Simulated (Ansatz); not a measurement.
Equation of state of LiH

```cif
data_structure
_symmetry_space_group_name_H-M 'Fm-3m'
_symmetry_Int_Tables_number 225
_cell_length_a 4.0650
_cell_length_b 4.0650
_cell_length_c 4.0650
_cell_angle_alpha 90.000
_cell_angle_beta 90.000
_cell_angle_gamma 90.000
_cell_volume 67.17
loop_
_atom_site_label
_atom_site_type_symbol
_atom_site_symmetry_multiplicity
_atom_site_Wyckoff_symbol
_atom_site_fract_x
_atom_site_fract_y
_atom_site_fract_z
_atom_site_occupancy
Li1 Li 4 a 0.00000 0.00000 0.00000 1
H1 H 4 b 0.50000 0.00000 0.00000 1
```

The runs use the primitive cell with vectors (0.000, 2.033, 2.033), (2.033, 0.000, 2.033), (2.033, 2.033, 0.000) Å, to which the k mesh refers.

The geometry is COD entry 1010896, unchecked; take it as a test cell. It differs from other determinations.

All numbers are computed: DFT, LDA, all-electron LAPW, scalar-relativistic (Ansatz 0.2.0); DFT, LDA, PAW with Ansatz's default frozen-core files, scalar-relativistic (Ansatz 0.2.0).

For LAPW: a Γ-centred 11×11×11 k mesh, Fermi–Dirac smearing of 0.03 eV, basis error target 1 meV/atom, no spin polarisation. PAW takes a cutoff of 420 eV at this cell (files made with PBE, cores remade for this functional). The Ansatz runs share mesh, smearing and spin set-up. Plane-wave (PAW) pressures include the program's estimate of the Pulay term.

The cell above is scaled evenly, with fractional coordinates and shape held.

| V/V(cell) | V (Å³/atom) | P, LAPW (GPa) | P, PAW (GPa) | gap on the k mesh, LAPW (eV) | free energy over the lowest listed, PAW (meV/atom) |
| --- | --- | --- | --- | --- | --- |
| 0.9400 | 7.893 | -2.04 | -2.06 | 2.80 | 0.0 |
| 0.9600 | 8.061 | -2.72 | -2.74 | 2.82 | 2.5 |
| 0.9800 | 8.228 | -3.34 | -3.36 | 2.83 | 5.7 |
| 0.9900 | 8.312 | -3.63 | -3.64 | 2.84 | 7.5 |
| 1.0000 | 8.396 | -3.90 | -3.92 | 2.85 | 9.5 |
| 1.0100 | 8.480 | -4.16 | -4.18 | 2.85 | 11.7 |
| 1.0200 | 8.564 | -4.41 | -4.43 | 2.86 | 13.9 |
| 1.0400 | 8.732 | -4.88 | -4.90 | 2.87 | 18.8 |
| 1.0600 | 8.900 | -5.30 | -5.32 | 2.88 | 24.2 |
